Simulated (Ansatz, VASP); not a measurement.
# PtS2 in VASP and in Ansatz

File INCAR:

```
SYSTEM = PtS2
PREC = Accurate
ENCUT = 520
EDIFF = 1E-6
ISMEAR = 0
SIGMA = 0.05
LREAL = .FALSE.
LASPH = .TRUE.
NELM = 100
ALGO = Normal
ISIF = 2
LWAVE = .FALSE.
LCHARG = .TRUE.
GGA = PE
LELF = .TRUE.
LVHAR = .TRUE.
NBANDS = 18
```

File KPOINTS:

```
regular mesh
0
G
  12 12 8
  0 0 0
```

POSCAR

```
PtS2
1.0
    3.5431994758      0.0000000000      0.0000000000
   -1.7715997379      3.0685007567      0.0000000000
    0.0000000000      0.0000000000      4.9128300000
Pt S
1 2
Direct
    0.0000000000      0.0000000000      0.0000000000
    0.3333333333      0.6666666667      0.2500000000
    0.6666666667      0.3333333333      0.7500000000
```

Input for Ansatz:

```yaml
crystal:
  lattice:
    - [3.5431994758, 0.0, 0.0]
    - [-1.7715997379, 3.0685007567, 0.0]
    - [0.0, 0.0, 4.91283]
  atoms:
    - { symbol: Pt, position: [0.0, 0.0, 0.0] }
    - { symbol: S, position: [0.3333333333, 0.6666666667, 0.25] }
    - { symbol: S, position: [0.6666666667, 0.3333333333, 0.75] }
basis:
  ecutwfc: 420
kpoints:
  mp_grid: { grid: [12, 12, 8] }
hamiltonian:
  xc: pbe
scf:
  occupations: { method: gaussian, width: 0.05 }
output:
  forces: true
  stress: true
  eigenvalues: true
```

Change from the starting cell: strain +0.000 along x and y, -0.025 along z, atoms carried along.

Alike in both runs: task single point; functional PBE; k mesh 12 × 12 × 8; occupations gaussian, width 0.05 eV; no spin polarisation.

```csv
,VASP,Ansatz
version,VASP 6.6.1,Ansatz 0.2.0
potentials or method,"VASP PAW PBE potentials, release 64 (Pt, S)","scalar-relativistic, plane waves, PAW"
plane-wave cutoff (eV),520,420
valence electrons in the cell,22,30
```

```csv
,VASP,Ansatz,Ansatz less VASP
gap on the k mesh at the Fermi level (eV),0.49,0.48,-0.005
least direct gap on the mesh (eV),0.77,0.76,-0.009
pressure (GPa),4.8,5.2,+0.47
largest component of the traceless stress (GPa),1.44,1.59,+0.150
rms of the force components (eV/Å),0.001,0.018,+0.0171
```

Atom by atom the forces differ by 0.020 eV/Å (rms over components). The two sets of potentials don't hold the same shells in valence.

Caveats: spin-orbit coupling is left out, which moves the levels of the heavy elements.
